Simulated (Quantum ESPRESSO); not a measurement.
# CuI (Marshite): dielectric tensor and Born charges under several settings

```
I Cu
1.0
     0.00000    3.03150    3.03150
     3.03150    0.00000    3.03150
     3.03150    3.03150    0.00000
I Cu
1 1
Cartesian
  0.0000 0.0000 0.0000
  4.5473 4.5473 4.5473
```

All runs used Quantum ESPRESSO 7.5; potentials GBRV 1.5 PBE; given cell; no spin polarisation; cutoff 762 eV; occupations smeared at first, fixed for the response.

```tsv
level	k mesh (s: shifted)	pressure (GPa)	ε∞ (diagonal)	Born charge of atom 1 (e)	sum of the Born charges (e)
PBE	2 × 2 × 2s	?	?	?	?
PBE	4 × 4 × 4s	0.2	6.45	-1.11	-0.03
PBE	6 × 6 × 6s	0.2	6.39	-1.10	-0.02
PBE	8 × 8 × 8s	0.2	6.39	-1.10	-0.02
```

**Question.** What stands in the row left open?

**Answer.** Pressure 0.5 GPa; ε∞ 7.73; Born charge of atom 1 -1.64 e; sum of the Born charges -0.45 e.

Caveats: some runs use coarse meshes.

For the row left open. Caveat: the k mesh is coarse (spacing up to 0.90 Å⁻¹), so the values aren't converged; the mesh is thin for the dielectric tensor, Born charges and intensities, which usually come out too large; the Born charges break their sum rule by 0.45 e, a sign of too thin a mesh.
